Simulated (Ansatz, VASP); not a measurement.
**Two plane-wave programs on TiAl3**

```xyz
4
Lattice="3.9480 0.0000 0.0000 0.0000 3.9480 0.0000 0.0000 0.0000 3.9480" Properties=species:S:1:pos:R:3 pbc="T T T"
Ti    0.0000    0.0000    0.0000
Al    1.9740    1.9740    0.0000
Al    1.9740    0.0000    1.9740
Al    0.0000    1.9740    1.9740
```

Alike in both runs: task single point; functional PBEsol; k mesh 10 × 10 × 10; occupations gaussian, width 0.1 eV; no spin polarisation.

|  | VASP | Ansatz |
| --- | --- | --- |
| version | VASP 6.6.1 | Ansatz 0.2.0 |
| potentials or method | VASP PAW PBE potentials, release 64 (Ti_sv, Al) | scalar-relativistic, plane waves, PAW |
| plane-wave cutoff (eV) | 520 | 600 |
| valence electrons in the cell | 21 | 21 |

```csv
,VASP,Ansatz,Ansatz less VASP
gap on the k mesh at the Fermi level (eV),none,none,-
pressure (GPa),0.1,0.0,-0.15
```

A gap of «none» marks a metal or a gap that the smearing closes. Ansatz warned: «pseudo_functional_mismatch».

Caveats: the PAW data sets were made with another functional, which shifts forces and pressure a little (VASP).
